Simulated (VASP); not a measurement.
Here is a VASP 6.6.1 calculation.

File INCAR:

```
PREC = Accurate ; ENCUT = 520
EDIFF = 1E-6 ; ISMEAR = 0
SIGMA = 0.1 ; LREAL = False
LASPH = True ; NELM = 100
ALGO = Normal ; ISIF = 2
LWAVE = False ; LCHARG = False
GGA = PE ; IVDW = 12
NBANDS = 11
```

KPOINTS

```
regular mesh
0
Gamma
  6 6 6
```

POSCAR

```
Si
1.0
    0.0000000000      2.7154700000      2.7154700000
    2.7154700000      0.0000000000      2.7154700000
    2.7154700000      2.7154700000      0.0000000000
Si
2
Direct
    0.5000000000      0.5000000000      0.5000000000
    0.7500000000      0.7500000000      0.7500000000
```

Potentials or basis: VASP PAW PBE potentials, release 64 (Si).

Run with:

```sh
$ cat potpaw_PBE.64/Si/POTCAR > POTCAR
$ mpirun -np 1 vasp_std > vasp.out
```

(1) What does it give for the pressure?

(2) Estimate the dispersion energy per atom.

(3) Predict the band gap on the k mesh.

Results:

(1) -0.5 GPa.

(2) -0.314 eV.

(3) 0.71 eV, indirect (least direct gap 2.56 eV).
